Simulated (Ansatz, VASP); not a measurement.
# V in VASP and in Ansatz

```
CELL_PARAMETERS angstrom
-1.23338 1.23338 2.23941
1.23338 -1.23338 2.23941
1.23338 1.23338 -2.23941
ATOMIC_POSITIONS crystal
V 0.00000 0.00000 0.00000
```

Alike in both runs: functional PBE; k mesh 8 × 8 × 8; occupations gaussian, width 0.1 eV; no spin polarisation.

Ansatz relaxed the structure, and its values are those at the end. VASP's run is a single point on that final structure, the one shown.

|  | VASP | Ansatz |
| --- | --- | --- |
| version | VASP 6.6.1 | Ansatz 0.2.0 |
| potentials or method | VASP PAW PBE potentials, release 64 (V_sv) | scalar-relativistic, plane waves, PAW |
| plane-wave cutoff (eV) | 520 | 420 |
| valence electrons in the cell | 13 | 13 |

```csv
,VASP,Ansatz,Ansatz less VASP
gap on the k mesh at the Fermi level (eV),none,none,-
pressure (GPa),0.0,-0.3,-0.27
```

A gap of «none» marks a metal or a gap that the smearing closes.

Caveats: the k mesh is coarse (spacing up to 0.45 Å⁻¹), so the values aren't converged.
